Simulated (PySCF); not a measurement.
Ge, 4 atoms in the cell. Symmetry: Fmmm, No. 69, orthorhombic system. Conventional cell: a = 5.261 Å, b = 5.771 Å, c = 10.231 Å, α = 90.00°, β = 90.00°, γ = 90.00°. Ge (site symmetry m2m) is surrounded by 5 Ge at 2.61 to 2.73 Å. Ge (site symmetry mm2) has 6 Ge at 2.71 to 2.96 Å as nearest neighbours. This isn't the form of Ge at room conditions, which is diamond.

- Program: PySCF 2.14.0
- Task: density of states
- Functional: PBEsol
- Potentials or basis: DZVP-MOLOPT-SR/GTH-PBE (potentials made for PBE)
- k mesh: 7 × 7 × 7
- Occupations: fermi-dirac, width 0.05 eV
- Spin: no spin polarisation
- Symmetry: yes
- Density cutoff: 112 Ha
- Exponents discarded below (exp_to_discard): 0.02 1/bohr^2
- Potentials: Ge GTH-PBE-q4
- Gaussian width of the DOS: 0.15 eV
- conv_tol: 1e-07 Ha
- max_cycle: 60
- Coulomb method: multigrid

Potentials or basis: DZVP-MOLOPT-SR/GTH-PBE (potentials made for PBE).

Command:

```sh
$ OMP_NUM_THREADS=4 python -u run.py > log
```

Hardware: 4 threads of Intel(R) Xeon(R) Processor @ 2.50GHz (Skylake/Cascade Lake) (shared host).

**Question.** How long does it take, and how much memory?

**Answer.** It took 16 min on 4 threads of Intel(R) Xeon(R) Processor @ 2.50GHz (Skylake/Cascade Lake) (shared host), peak memory 5.5 GiB. Counts: scf iterations 6, basis 52, k points 64.
